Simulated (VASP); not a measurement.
Here is a VASP 6.6.1 calculation.

File POSCAR:

```
PtS2
1.0
    3.5432000000      0.0000000000      0.0000000000
   -1.7716000000      3.0685012107      0.0000000000
    0.0000000000      0.0000000000      5.0388000000
Pt S
1 2
Direct
    0.0000000000      0.0000000000      0.0000000000
    0.6666666667      0.3333333333      0.7730000000
    0.3333333333      0.6666666667      0.2270000000
```

INCAR.step1

```
  PREC = Accurate
  ENCUT = 520
  EDIFF = 1E-5
  ISMEAR = -1
  SIGMA = 0.05
  LREAL = False
  LASPH = True
  NELM = 80
  ALGO = Normal
  ISIF = 2
  LWAVE = True
  LCHARG = False
  LMAXMIX = 4
  NBANDS = 18
  GGA = PE
```

File INCAR.step2:

```
  PREC = Accurate
  ENCUT = 520
  EDIFF = 1E-6
  ISMEAR = -1
  SIGMA = 0.05
  LREAL = False
  LASPH = True
  NELM = 80
  ALGO = Normal
  ISIF = 2
  LWAVE = False
  LCHARG = False
  LMAXMIX = 4
  METAGGA = TPSS
  LHFCALC = True
  AEXX = 0.1
  LMIXTAU = True
  PRECFOCK = Fast
  HFRCUT = -1
  NBANDS = 18
  ISTART = 1
```

Contents of KPOINTS:

```
regular mesh
0
Gamma
  5 5 3
```

KPOINTS_OPT

```
path GMKGALHA,LM,KH
12
line-mode
reciprocal
 0.0000000000  0.0000000000  0.0000000000  G
 0.5000000000  0.0000000000  0.0000000000  M

 0.5000000000  0.0000000000  0.0000000000  M
 0.3333333333  0.3333333333  0.0000000000  K

 0.3333333333  0.3333333333  0.0000000000  K
 0.0000000000  0.0000000000  0.0000000000  G

 0.0000000000  0.0000000000  0.0000000000  G
 0.0000000000  0.0000000000  0.5000000000  A

 0.0000000000  0.0000000000  0.5000000000  A
 0.5000000000  0.0000000000  0.5000000000  L

 0.5000000000  0.0000000000  0.5000000000  L
 0.3333333333  0.3333333333  0.5000000000  H

 0.3333333333  0.3333333333  0.5000000000  H
 0.0000000000  0.0000000000  0.5000000000  A

 0.5000000000  0.0000000000  0.5000000000  L
 0.5000000000  0.0000000000  0.0000000000  M

 0.3333333333  0.3333333333  0.0000000000  K
 0.3333333333  0.3333333333  0.5000000000  H
```

Potentials or basis: VASP PAW PBE potentials, release 64 (Pt, S).

Launch:

```bash
$ cat potpaw_PBE.64/Pt/POTCAR potpaw_PBE.64/S/POTCAR > POTCAR
$ cp INCAR.step1 INCAR
$ mpirun -np 1 vasp_std > vasp.out
$ cp INCAR.step2 INCAR
$ mpirun -np 1 vasp_std > vasp.out
```

Q: What does it give for the band gap on the k mesh?

A: 1.84 eV, indirect (least direct gap 2.03 eV).

Q: What does it give for the band gap along the path?

A: 1.55 eV, indirect (least direct gap 2.21 eV).

Levels at the corners of the path, in eV from the valence-band top:
```csv
point,band 7,band 8,band 9,band 10,band 11,band 12,band 13,band 14,band 15,band 16
Γ,-4.39,-2.08,-1.15,-1.15,-0.07,3.07,3.07,5.40,6.64,8.78
M,-3.76,-3.62,-3.57,-3.17,-2.54,2.41,3.52,6.29,7.30,9.14
M,-3.76,-3.62,-3.57,-3.17,-2.54,2.41,3.52,6.29,7.30,9.14
K,-4.90,-4.11,-2.79,-1.73,-1.73,1.63,1.63,6.56,8.92,10.13
K,-4.90,-4.11,-2.79,-1.73,-1.73,1.63,1.63,6.56,8.92,10.13
Γ,-4.39,-2.08,-1.15,-1.15,-0.07,3.07,3.07,5.40,6.64,8.78
Γ,-4.39,-2.08,-1.15,-1.15,-0.07,3.07,3.07,5.40,6.64,8.78
A,-4.41,-2.59,-1.35,-1.35,-1.09,3.58,3.58,6.14,8.26,8.45
A,-4.41,-2.59,-1.35,-1.35,-1.09,3.58,3.58,6.14,8.26,8.45
L,-3.77,-3.65,-3.24,-3.00,-1.45,2.71,3.03,6.23,6.31,8.68
L,-3.77,-3.65,-3.24,-3.00,-1.45,2.71,3.03,6.23,6.31,8.68
H,-4.63,-4.00,-3.72,-2.18,-2.18,2.89,2.89,8.29,8.78,9.01
H,-4.63,-4.00,-3.72,-2.18,-2.18,2.89,2.89,8.29,8.78,9.01
A,-4.41,-2.59,-1.35,-1.35,-1.09,3.58,3.58,6.14,8.26,8.45
L,-3.77,-3.65,-3.24,-3.00,-1.45,2.71,3.03,6.23,6.31,8.68
M,-3.76,-3.62,-3.57,-3.17,-2.54,2.41,3.52,6.29,7.30,9.14
K,-4.90,-4.11,-2.79,-1.73,-1.73,1.63,1.63,6.56,8.92,10.13
H,-4.63,-4.00,-3.72,-2.18,-2.18,2.89,2.89,8.29,8.78,9.01
```

Caveat: spin-orbit coupling is left out, which moves the levels of the heavy elements; the mesh misses the band edges, which the band path finds closer together.
